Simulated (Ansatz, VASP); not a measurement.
## CsH: VASP beside Ansatz

Wanted: the spread between two codes on one cell, functional and k mesh. The cell is generated by rule, not measured, and may not be a known phase. The cell is taken from a series of runs on this material, whose earlier steps may have relaxed, scaled, displaced or heated it; both programs get it as it stands.

Method: plane waves, with VASP 6.6.1 beside it; relaxation of cell and atoms at PBEsol, in Ansatz 0.2.0.

The structure was built from a prototype and need not be the compound's stable phase.

## (1) The structure

It takes space group P6_3/mmc (No. 194, hexagonal). The conventional cell has a = 5.214 Å, b = 5.214 Å, c = 6.235 Å, α = 90.00°, β = 90.00°, γ = 120.00°. Nearest to Cs lie 5 H at 3.01 to 3.12 Å. Nearest to H lie 5 Cs at 3.01 to 3.12 Å. Farther neighbours are not listed. That group holds within 0.01 Å; judged at 0.001 Å it is P6_3mc (No. 186).

## (2) VASP: relaxation of cell and atoms, PBEsol

The relaxed volume is the usual yardstick between codes: in a stiff, nearly cubic crystal its relative difference is about their pressure difference at one cell divided by the bulk modulus.

Lines of VASP's logs that name or quote its potential files are left out, and so is its time.

INCAR

```
SYSTEM = CsH
PREC = Accurate
ENCUT = 500
EDIFF = 1E-07
NELM = 120
ISMEAR = 0
SIGMA = 0.01
LREAL = .FALSE.
ALGO = Normal
GGA = PS
NBANDS = 16
LORBIT = 11
LWAVE = .FALSE.
LCHARG = .FALSE.
ISIF = 3
IBRION = 2
NSW = 80
EDIFFG = -0.005
LASPH = .TRUE.
GGA_COMPAT = .FALSE.
NELMIN = 4
EFERMI = MIDGAP
```

POSCAR

```
CsH
1.0
    5.2137870000      0.0000030000      0.0000000000
   -2.6068960000      4.5152700000      0.0000000000
    0.0000000000      0.0000000000      6.2352660000
Cs H
2 2
Direct
    0.3333332694      0.6666666667      0.9378060214
    0.6666665388      0.3333333333      0.4378060214
    0.3333332694      0.6666666667      0.4371940187
    0.6666665388      0.3333333333      0.9371940187
```

KPOINTS

```
Automatic mesh
0
Gamma
6 6 4
0 0 0
```

The projector-augmented-wave data sets are Cs_sv and H (PBE family, release 64).

Launch:

```bash
$ mpirun -np 1 vasp_std
```

Numbers of over 12 decimals in the logs are rounded to 6 here.

Output:

```text
[banner, memory and clock lines left out]
running    1 mpi-ranks, on    1 nodes
 distrk:  each k-point on    1 cores,    1 groups
 distr:  one band on    1 cores,    1 groups

 POSCAR found type information on POSCAR CsH
 POSCAR found :  2 types and       4 ions
|                                                                             |
|               ----> ADVICE to this user running VASP <----                  |
|                                                                             |
|     You enforced a specific xc type in the INCAR file but a different       |
|     [... a line on the potential file left out ...]
|     I HOPE YOU KNOW WHAT YOU ARE DOING!                                     |
|                                                                             |

 LDA part: xc-table for (Slater+PW92), standard interpolation
 POSCAR, INCAR and KPOINTS ok, starting setup
 FFT: planning ... GRIDC
 FFT: planning ... GRID_SOFT
 FFT: planning ... GRID
 WAVECAR not read
 entering main loop
       N       E                     dE             d eps       ncg     rms          rms(c)
DAV:   1     0.128852435734E+03    0.12885E+03   -0.74937E+03   672   0.951E+02
DAV:   2     0.260935170262E+01   -0.12624E+03   -0.12323E+03   888   0.177E+02
DAV:   3    -0.106248161145E+02   -0.13234E+02   -0.13218E+02   896   0.661E+01
DAV:   4    -0.107775944353E+02   -0.15278E+00   -0.15276E+00   856   0.847E+00
DAV:   5    -0.107787699092E+02   -0.11755E-02   -0.11755E-02   904   0.688E-01    0.516E+00
DAV:   6    -0.932413758574E+01    0.14546E+01   -0.20183E+00   672   0.423E+00    0.220E+00
DAV:   7    -0.899440086504E+01    0.32974E+00   -0.20979E+00   728   0.382E+00    0.991E-01
DAV:   8    -0.905325234332E+01   -0.58851E-01   -0.21237E-01   688   0.167E+00    0.547E-01
DAV:   9    -0.904517908888E+01    0.80733E-02   -0.92999E-02   784   0.946E-01    0.114E-01
DAV:  10    -0.904882189505E+01   -0.36428E-02   -0.98997E-03   728   0.394E-01    0.201E-01
DAV:  11    -0.904790546110E+01    0.91643E-03   -0.28768E-03   728   0.165E-01    0.665E-02
DAV:  12    -0.904777157935E+01    0.13388E-03   -0.13038E-03   848   0.114E-01    0.707E-03
DAV:  13    -0.904777280882E+01   -0.12295E-05   -0.27969E-05   872   0.214E-02    0.264E-03
DAV:  14    -0.904777519265E+01   -0.23838E-05   -0.23946E-06   800   0.759E-03    0.260E-03
DAV:  15    -0.904777493936E+01    0.25329E-06   -0.14439E-06   704   0.331E-03    0.215E-04
DAV:  16    -0.904777493326E+01    0.60959E-08   -0.55966E-08   672   0.114E-03
   1 F= -.90477749E+01 E0= -.90477749E+01  d E =-.904777E+01
 curvature:   0.00 expect dE= 0.000E+00 dE for cont linesearch  0.000E+00
 trial: gam= 0.00000 g(F)=  0.107E-05 g(S)=  0.182E-04 ort = 0.000E+00 (trialstep = 0.100E+01)
 search vector abs. value=  0.193E-04
 bond charge predicted
       N       E                     dE             d eps       ncg     rms          rms(c)
DAV:   1    -0.904785091505E+01   -0.75976E-04   -0.14067E-03   704   0.201E-01    0.319E-02
DAV:   2    -0.904780827753E+01    0.42638E-04   -0.61173E-05   744   0.433E-02    0.159E-02
DAV:   3    -0.904779265583E+01    0.15622E-04   -0.58439E-05   760   0.385E-02    0.380E-03
DAV:   4    -0.904779244448E+01    0.21136E-06   -0.19225E-06   792   0.678E-03    0.273E-03
DAV:   5    -0.904779190486E+01    0.53961E-06   -0.41813E-07   584   0.305E-03    0.681E-04
DAV:   6    -0.904779184996E+01    0.54903E-07   -0.54093E-08   600   0.130E-03
   2 F= -.90477918E+01 E0= -.90477918E+01  d E =-.169167E-04
 ZBRENT: can't locate minimum, use default step
 trial-energy change:   -0.000017  1 .order   -0.000017   -0.000019   -0.000015
 step:   4.0000(harm=  4.8354)  dis= 0.00045  next Energy=    -9.047822 (dE=-0.467E-04)
 bond charge predicted
       N       E                     dE             d eps       ncg     rms          rms(c)
DAV:   1    -0.904834434579E+01   -0.55244E-03   -0.12625E-02   672   0.601E-01    0.957E-02
DAV:   2    -0.904795756456E+01    0.38678E-03   -0.54995E-04   712   0.129E-01    0.475E-02
DAV:   3    -0.904781667111E+01    0.14089E-03   -0.52449E-04   768   0.115E-01    0.114E-02
DAV:   4    -0.904781676537E+01   -0.94266E-07   -0.17094E-05   776   0.202E-02    0.816E-03
DAV:   5    -0.904781537349E+01    0.13919E-05   -0.39498E-06   728   0.932E-03    0.203E-03
DAV:   6    -0.904781535866E+01    0.14827E-07   -0.30413E-07   672   0.272E-03
   3 F= -.90478154E+01 E0= -.90478154E+01  d E =-.404254E-04
 curvature:  -2.30 expect dE=-0.231E-05 dE for cont linesearch -0.102E-05
 trial: gam=-0.09938 g(F)=  0.620E-06 g(S)=  0.382E-06 ort = 0.292E-05 (trialstep = 0.160E+01)
 search vector abs. value=  0.613E-06
 reached required accuracy - stopping structural energy minimisation
```

OUTCAR, selected parts (step 2):

```text
ion  position               nearest neighbor table
   1  0.333  0.667  0.938-
   2  0.667  0.333  0.438-
   3  0.333  0.667  0.437-
   4  0.667  0.333  0.937-

  LATTYP: Found a hexagonal cell.
 ALAT       =     5.2137870000
 C/A-ratio  =     1.1959188206

 Subroutine GETGRP returns: Found 12 space group operations
 (whereof  6 operations were pure point group operations)

The static configuration has the point symmetry C_3v.
 The point group associated with its full space group is C_6v.

 Found     21 irreducible k-points:

   k-points           NKPTS =     21   k-points in BZ     NKDIM =     21   number of bands    NBANDS=     16

   dimension x,y,z NGX =    40 NGY =   40 NGZ =   48
   dimension x,y,z NGXF=    80 NGYF=   80 NGZF=   96

   ENCUT  =  500.0 eV  36.75 Ry    6.06 a.u.   9.51  9.51 11.37*2*pi/ulx,y,z

   NELECT =      20.0000    total number of electrons

 k-points in reciprocal lattice and weights: Automatic mesh
   0.00000000  0.00000000  0.00000000       0.007
   0.16666667  0.00000000  0.00000000       0.042
   0.33333333 -0.00000000  0.00000000       0.042
   0.50000000  0.00000000  0.00000000       0.021
   0.16666667  0.16666667  0.00000000       0.042
   0.33333333  0.16666667  0.00000000       0.083
   0.33333333  0.33333333  0.00000000       0.014
   0.00000000  0.00000000  0.25000000       0.014
   0.16666667  0.00000000  0.25000000       0.083
[...]
0.33333333  0.16666667  0.50000000       0.083
   0.33333333  0.33333333  0.50000000       0.014

 average (electrostatic) potential at core
       1 -51.0734       2 -51.0734       3 -32.8779       4 -32.8779

 E-fermi :   0.9779

 k-point     1 :       0.0000    0.0000    0.0000
  band No.  band energies     occupation
    ...
      6      -8.2849      2.00000
      7      -8.2849      2.00000
      8      -8.0965      2.00000
      9      -1.9126      2.00000
     10      -1.3977      2.00000
     11       3.7953      0.00000
     12       3.9292      0.00000
     13       3.9292      0.00000
     14       4.7697      0.00000
     15       4.7699      0.00000
    ...

 k-point     2 :       0.1667    0.0000    0.0000
  band No.  band energies     occupation
    ...
      6      -8.3521      2.00000
      7      -8.2757      2.00000
      8      -8.1414      2.00000
      9      -1.7041      2.00000
     10      -1.2761      2.00000
     11       2.8107      0.00000
     12       4.2430      0.00000
     13       4.3508      0.00000
     14       4.4755      0.00000
     15       4.5122      0.00000
    ...

 k-point     3 :       0.3333   -0.0000    0.0000
  band No.  band energies     occupation
    ...
      6      -8.4720      2.00000
      7      -8.2642      2.00000
      8      -8.2578      2.00000
      9      -1.3004      2.00000
     10      -1.0678      2.00000
     11       2.4566      0.00000
     12       3.6384      0.00000
     13       4.1453      0.00000
     14       4.4441      0.00000
     15       5.1520      0.00000
    ...

  Total        0.0035167      0.0035167     -0.0026393      0.0000000      0.0000000      0.0000000
  in kB        0.0382724      0.0382724     -0.0287237      0.0000000      0.0000000      0.0000000
  external PRESSURE =       0.0159404 kB  Pullay stress =       0.0000000 kB

  energy-cutoff  :      500.00
  volume of cell :      147.22
      direct lattice vectors                 reciprocal lattice vectors
     5.220614709  0.000003004 -0.000000000     0.191548261  0.110590595  0.000000000
    -2.610309858  4.521182966 -0.000000000    -0.000000127  0.221180977 -0.000000000
    -0.000000000  0.000000000  6.237121816    -0.000000000  0.000000000  0.160330362

 POSITION                                       TOTAL-FORCE (eV/Angst)
 -----------------------------------------------------------------------------------
     -0.00000      3.01412      5.84876         0.000000     -0.000000     -0.001793
      2.61031      1.50706      2.73019        -0.000000      0.000000     -0.001793
     -0.00000      3.01412      2.72729         0.000000      0.000000      0.001793
      2.61031      1.50706      5.84585         0.000000      0.000000      0.001793
 -----------------------------------------------------------------------------------
    total drift:                                0.000636     -0.000011      0.000002

  FREE ENERGIE OF THE ION-ELECTRON SYSTEM (eV)
  ---------------------------------------------------
  free  energy   TOTEN  =        -9.0478153587 eV

  energy  without entropy=       -9.0478153587  energy(sigma->0) =       -9.04781536

 reached required accuracy - stopping structural energy minimisation

 total charge
# of ion       s       p       d       tot
------------------------------------------
    1        1.852   4.679   0.041   6.572
    2        1.852   4.679   0.041   6.572
    3        0.480   0.000   0.000   0.480
    4        0.480   0.000   0.000   0.480
--------------------------------------------------
tot          4.663   9.360   0.082  14.105

[... 3 further parts left out ...]
```

CONTCAR:

```
CsH
   1.00000000000000
     5.2206147092677675    0.0000030040769511   -0.0000000000000000
    -2.6103098577793200    4.5211829657044822   -0.0000000000000000
    -0.0000000000000000    0.0000000000000000    6.2371218161227722
  Cs              H
     2     2
Direct
     0.3333332694000006    0.6666666667000030    0.9377331522218103
     0.6666665388000013    0.3333333332999970    0.4377331522218104
     0.3333332694000006    0.6666666667000030    0.4372668878781876
     0.6666665388000013    0.3333333332999970    0.9372668878781877
```

## (3) Ansatz: relaxation of cell and atoms, PBEsol

Ansatz runs on its default PAW (the set named soft_2) files.

The same cell, functional and mesh now go to Ansatz, which takes its cutoff from its data sets.

input.yaml

```yaml
crystal:
  lattice:
    - [5.2137866865, 3.1938e-06, 0.0]
    - [-2.6068961092, 4.5152701235, 0.0]
    - [0.0, 0.0, 6.2352662035]
  atoms:
    - { symbol: Cs, position: [0.3333333333, 0.6666666667, -0.0621939823] }
    - { symbol: Cs, position: [0.6666666667, 0.3333333333, 0.4378060177] }
    - { symbol: H, position: [0.3333333333, 0.6666666667, 0.4371939823] }
    - { symbol: H, position: [0.6666666667, 0.3333333333, 0.9371939823] }
kpoints:
  mp_grid: { grid: [6, 6, 4] }
hamiltonian:
  xc: pbesol
scf:
  occupations: { method: fixed }
output:
  forces: true
  stress: true
  eigenvalues: true
relax:
  adjacent_minimum: "off"
  f_tol: 0.001
  max_steps: 60
  cell: { stress_tol: 0.01 }
```

Launch:

```bash
$ ansatz run input.yaml --threads 4 --pin off --max-ram 7168MiB --backend cpu --events-out ev --progress --plain --runs-dir out
```

Output:

```text
Engine: ansatz 0.2.0, aarch64-unknown-linux-gnu
Pseudopotentials: kind: paw
Pseudopotential: Cs, paw, valence charge 9, recommended cutoff 420 eV (normal), Cs.paw.azcp
Pseudopotential: H, paw, valence charge 1, recommended cutoff 420 eV (normal), H.paw.azcp
Functional definition: PBEsol
  exchange = pbesol_x
  correlation = pbesol_c
Crystal: 4 atoms, lattice volume = 146.789 Å³
Basis set: ecut = 420 eV, 2895 PW (Γ), exchange–correlation on 72×72×90 points (8 copies of the dense FFT grid, shifted against one another)
Bands: 14, of which v1, the nominal top of the filled ones, is band 10 counted from 1 (9 counted from 0)
Symmetry: 12 space group operations
Space group: P63mc (ITA 186), of the structure as read, at distance tolerance 5.3e-5 Å
k-points: 21 of 144 (time reversal used)
Non-local potential: Cs, projectors of the file, l = 0: 3, l = 1: 2, l = 2: 2, l = 3: 2
Non-local potential: H, projectors of the file, l = 0: 2, l = 1: 1
PAW form: soft (Blöchl's): semilocal exchange-correlation on the pseudo side does not see the compensation charge
PAW frozen core: Cs, regenerated for the run's functional, and the local potential with it (the file was generated under x = pbe(κ = 0.804, μ = 0.219515), c = pbe(β = 0.066725))
PAW one-centre angular grid: Cs, 194 points (default); XC on 64 Gauss nodes
PAW one-centre angular grid: H, 110 points (default); XC on 64 Gauss nodes
Initial density: superposition of atomic densities (neutral atoms: chi_scale 0, normalization atom), corrected by the library's trained network
Initial wavefunctions: pseudopotential atomic-orbital guess
Functional: x = pbesol(κ = 0.804, μ = 0.123457), c = pbesol(β = 0.046)
SCF iter   1: F=—  HF=-11203.469749 eV  |F-HF|=—  |Δ(HF+E_count)|=         —  Δρ=3.61e-3  dr2=1.78e-2  ethr=1.77e-3  ⟨swp⟩=4.8  Hψ=1465  notcnv=0  defer=36
preconditioner: auto → Resta (q_TF=auto, 1.957 Å⁻¹)  ε∞=2.5  [insulator: Δε(μ)=2.710 eV  Ē_g=10.102 eV  n_scr=20 (ndim 8)  ℏωp=12.3 eV  f_vac=0.140  ε∞_Penn≈2.5]
SCF iter   2: F=—  HF=-11203.466393 eV  |F-HF|=—  |Δ(HF+E_count)|=   3.36e-3  Δρ=1.33e-3  dr2=2.39e-3  ethr=8.91e-5  ⟨swp⟩=2.1  Hψ=526  notcnv=0  defer=41
SCF iter   3: F=—  HF=-11203.467198 eV  |F-HF|=—  |Δ(HF+E_count)|=   8.05e-4  Δρ=1.80e-4  dr2=1.05e-4  ethr=1.20e-5  ⟨swp⟩=3.0  Hψ=417  notcnv=0  defer=41
SCF iter   4: F=—  HF=-11203.467592 eV  |F-HF|=—  |Δ(HF+E_count)|=   3.94e-4  Δρ=6.57e-5  dr2=1.31e-5  ethr=5.26e-7  ⟨swp⟩=2.7  Hψ=519  notcnv=0  defer=41
SCF iter   5: F=—  HF=-11203.467657 eV  |F-HF|=—  |Δ(HF+E_count)|=   6.54e-5  Δρ=8.23e-6  dr2=1.92e-7  ethr=6.54e-8  ⟨swp⟩=2.0  Hψ=503  notcnv=0  defer=38
SCF iter   6: F=-11203.467658 eV  HF=-11203.467658 eV  |F-HF|=2.24e-8  |Δ(HF+E_count)|=   1.06e-6  Δρ=2.39e-6  dr2=1.49e-8  ethr=5.00e-10  ⟨swp⟩=9.1  Hψ=2073  notcnv=0
SCF 1 converged in 6 iterations: F = -11203.467658 eV  dr2 = 1.49e-8
  greatest PAW one-centre occupation: 0.927 electrons in one spin orbital (limit 2), on the Cs atom at site 1 (counted from 0), in its partial waves of l = 0
relax step   1: F+E_penalty+E_count = -11203.46765815 eV  Δ(F+E_penalty+E_count) = +0.000e0 eV  max|allowed force component| = 2.323e-3 eV/Å  Δτ_max = 0.0000 Å  P = +0.018 GPa  Ω = 146.789 Å³  (6 SCF iters, dr2 threshold 1.00e-7 eV, accepted)
[...]
relax step   2: F+E_penalty+E_count = -11203.46767892 eV  Δ(F+E_penalty+E_count) = -2.077e-5 eV  max|allowed force component| = 1.075e-3 eV/Å  Δτ_max = 0.0010 Å  P = +0.009 GPa  Ω = 146.966 Å³  energy of the carried Pulay correction = -2.362e-5 eV  (5 SCF iters, dr2 threshold 2.81e-9 eV, accepted)
[...]
relax step   3: F+E_penalty+E_count = -11203.46767218 eV  Δ(F+E_penalty+E_count) = +6.744e-6 eV  max|allowed force component| = 2.397e-4 eV/Å  Δτ_max = 0.0007 Å  P = -0.001 GPa  Ω = 147.176 Å³  energy of the carried Pulay correction = -5.145e-5 eV  (5 SCF iters, dr2 threshold 8.67e-10 eV, accepted)
[...]
relax step   4: F+E_penalty+E_count = -11203.46772289 eV  Δ(F+E_penalty+E_count) = -5.071e-5 eV  max|allowed force component| = 2.408e-4 eV/Å  Δτ_max = 0.0000 Å  P = -0.001 GPa  Ω = 147.176 Å³  stress off target by 1.92e-3 GPa  SCF on the basis re-selected at this cell (its energy is not comparable with the rows above)  (5 SCF iters)
basis re-selected at this cell: Δ(F+E_penalty+E_count) = -5.071e-5 eV, ΔP = +0.000 GPa vs the last step (what re-selecting the basis moved, of the pressure what is left beyond the Pulay correction that the steps carried, after the strain that the cell walked since its last selection, with what the two solves' SCF thresholds leave and, on support functions, any second-order correction that the steps lacked; it is no m [...]
SCF converged after 5 iterations
Free energy (F): -11203.467723 eV
Harris-Foulkes:  -11203.467723 eV  (|F-HF|=2.73e-11)
Internal energy: -11203.467723 eV  (E = F + TS)
E sigma→0 (E₀):  -11203.467723 eV
Fermi energy:    2.343370 eV
--- Per-component energies (eV) ---
  E_band       = -136.238905
  E_kinetic    = 310.689518
  E_local      = -626.992344  (includes V_loc(G=0)·N_el)
  E_nonlocal   = 64.899042
  E_hartree    = 217.503317
  E_xc         = -363.144890
  E_vxc        = -275.375010  (∫ρ·V_xc dr)
  E_paw        = -9967.809204  (= ΣΔE_a)
  E_vpaw       = -44.464709  (= ΣTr[D̂ρ^β])
  E_aug_tail   = -0.002056  (compensation charges beyond the density's cutoff)
  E_ewald      = -838.899426
  E_core_change = 0.288320  (= ΣΔE_core)
  E_smearing   = -0.000000  (= −TS)
  E_closure    = -0.000000  (closes the sum)
  Σ components = -11203.467723   (vs F -11203.467723, Δ=0.00e0)
--- Forces (eV/Å), atoms counted from 1 ---
  atom   1  Cs    -0.00000000     0.00000000    -0.00024076
  atom   2  Cs    -0.00000000     0.00000000    -0.00024076
  atom   3  H     -0.00000000     0.00000000     0.00024076
  atom   4  H      0.00000000     0.00000000     0.00024076
  max |Σ_I F_I| component: 7.20e-10 eV/Å
--- Stress (GPa, compression-positive) ---
       -0.000144       0.000000       0.000000
       -0.000000      -0.000144       0.000000
        0.000000       0.000000      -0.001921
  P = ⅓ Tr σ = -0.0007 GPa (-0.007 kbar)
--- Band table (eV; the first three rows and the last of 21) ---
  k-point 0: bands = [... 6 lower, -5.4751, -5.2856, 0.8902, 1.4061, 6.5520, 6.7240, 6.7240, 7.5586]
  k-point 1: bands = [... 6 lower, -5.5128, -5.4398, 1.2119, 1.5776, 6.4507, 6.4507, 6.6248, 7.0261]
  k-point 2: bands = [... 6 lower, -5.6029, -5.6029, 1.6736, 1.6736, 6.4931, 6.4931, 6.4931, 6.4931]
  k-point 20: bands = [... 6 lower, -5.3517, -5.3517, 2.3434, 2.3434, 5.8885, 5.8885, 5.8985, 5.8985]
--- Relaxed structure (3 steps of the walk, 3 accepted, 1 SCFs on fresh bases) ---
  F+E_penalty+E_count = -11203.46772289 eV   max|allowed force component| = 2.408e-4 eV/Å   (the final SCF, on the basis selected at the relaxed cell)
  cell:  # Å, volume = 147.1760 Å³
    - [5.222757, 3.199317183056896e-6, 0]
    - [-2.611381, 4.523039, 0]
    - [0.0, 0, 6.230266]
  atoms:
    - { symbol: Cs, position: [0.333333, 0.666667, -0.062469] }
    - { symbol: Cs, position: [0.666667, 0.333333, 0.437531] }
    - { symbol: H, position: [0.333333, 0.666667, 0.437469] }
    - { symbol: H, position: [0.666667, 0.333333, 0.937469] }
```

In the SCF lines HF is the Harris–Foulkes energy and dr2 the Hartree energy of the density residual, in eV; the loop may stop once dr2 is under the threshold and the program's other checks hold. Hψ counts applications of the Hamiltonian.

## (4) Comparison

Known differences besides the potentials themselves: fixed occupations in Ansatz, narrow Gaussian smearing in VASP; the cutoff is 420 eV in Ansatz and 500 eV in VASP; Ansatz makes its cores anew for this functional, VASP keeps those of its PBE data sets; Ansatz adds a Pulay correction to the stress that steers its cell, VASP none. Total energies have different zeros and are not compared.

The two programs side by side:

```
                                         quantity  Ansatz    VASP  difference
                                      volume (Å³)  147.18  147.22     -0.03 %
edge a after relaxation, in the typed setting (Å)   5.223   5.221     +0.04 %
edge c after relaxation, in the typed setting (Å)   6.230   6.237     -0.11 %
```

## (5) Results

```yaml
difference_in_edge_c_after_relaxation_in_the_typed_setting_relaxation_of_cell_and_atoms_pbesol: -0.11 %
```

In words: The difference in edge c after relaxation, in the typed setting is -0.11 % (relaxation of cell and atoms, PBEsol), within the 1.2 % picked in this series as the mark of a large difference, as far as the stopping tolerances let one tell. Such differences can come from data sets, numerical settings and the points named under the comparisons, not from the functional's error against experiment.

[Lines on the potential files, build, host, timing and source positions are cut from VASP's logs without a mark.]

[Logs are printed without paths, hosts, clocks, repeated set-up lines and the standing remarks that a program may print on its own settings, such as how far it seeks lower states.]

[Hosts, paths, dates, database ids (printed as entryN), source tags and the programs' standing remarks are cut or masked in the printed files.]
